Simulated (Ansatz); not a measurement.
**NaCl: pressure series**

The parent structure is NaCl in the rock salt structure (space group Fm-3m, No. 225; a = 5.601 Å).

Cell and atoms are relaxed at each pressure.

Computed with PBEsol in Ansatz (plane waves to 420 eV, PAW, no spin-orbit coupling).

| pressure (GPa) | band gap (eV) |
|---|---|
| -2 | 4.67 |
| 0 | 5.01 |
| 0.3 | 5.05 |
| 0.7 | ? |
| 1.5 | 5.21 |
| 3 | 5.39 |
| 5 | 5.60 |
| 7.5 | 5.83 |
| 10 | 6.03 |

Q: Fit E_g = E₀ + αP + βP² to the rows shown and predict the withheld row.

A: Least squares on the printed values gives E₀ = 5.00 eV, α = 145 meV/GPa, β = -4.2 meV/GPa² (largest residual 0.02 eV); this predicts 5.09 eV, and the run gives 5.11 eV, 0.02 higher.

Load acts through the strain it causes; cell and atoms are relaxed under it. Whether these cells are dynamically stable was not tested. No other phases were tried under pressure.

Ansatz is a program for electronic structure.
